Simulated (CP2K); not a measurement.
## GaP under changes of volume

One of the cells (21.026 Å³/atom); the others are scaled copies at fixed shape and fractional positions:

```
CELL_PARAMETERS angstrom
6.81095 0.00000 0.00000
5.70235 3.72455 0.00000
5.70235 1.69729 3.31534
ATOMIC_POSITIONS crystal
Ga 0.56463 0.56463 0.56463
Ga 0.43537 0.43537 0.43537
P 0.94261 0.94261 0.94261
P 0.05739 0.05739 0.05739
```

Measurements of this composition are mostly on another form, of space group No. 216.

* Program: CP2K 2026.2
* Functional: PBE
* Potentials or basis: POTENTIAL_UZH Ga GTH-PBE-q13, P GTH-PBE-q5; TZVP-MOLOPT-PBE-GTH basis
* Density cutoff: 6123 eV
* k mesh: 8 × 8 × 8
* Occupations: fermi-dirac, width 0.05 eV
* Spin: no spin polarisation

```tsv
volume (Å³/atom)	energy over the lowest point (meV/atom)	pressure (GPa)	gap on the mesh (eV)	largest force (eV/Å)
19.764	?	?	?	?
20.185	15.65	4.3	0.82	0.162
20.605	6.53	2.7	0.82	0.108
21.026	1.47	1.2	0.82	0.082
21.446	0.00	-0.1	0.80	0.092
21.867	1.73	-1.2	0.79	0.104
22.287	6.31	-2.2	0.77	0.120
```

What does the run at 19.764 Å³/atom give?

Energy over the lowest point 29.32 meV/atom; pressure 6.1 GPa; gap on the mesh 0.82 eV; largest force 0.220 eV/Å.

Worked out: A Birch-Murnaghan fit of order 3 (a polynomial in V^(-2/3)) to the other rows has its minimum at 21.42 Å³/atom with B0 = V·E''(V) = 62 GPa and B' = 5.0 at fixed shape and positions, which overstates the stiffness. It gives 29.35 meV/atom at 19.764 Å³/atom, against the run's 29.32, and -dE/dV = 6.2 GPa, against 6.1. A parabola through the other rows of the gap, of slope 0.424 eV per unit of ln V there, extrapolates to 0.81 eV, against the run's 0.82.

Energies are extrapolated to zero smearing.

Caveats: the basis of atomic orbitals isn't converged, which shifts pressures, moduli and gaps.

A mesh can miss the band edges. Spin-orbit coupling on Ga is left out.
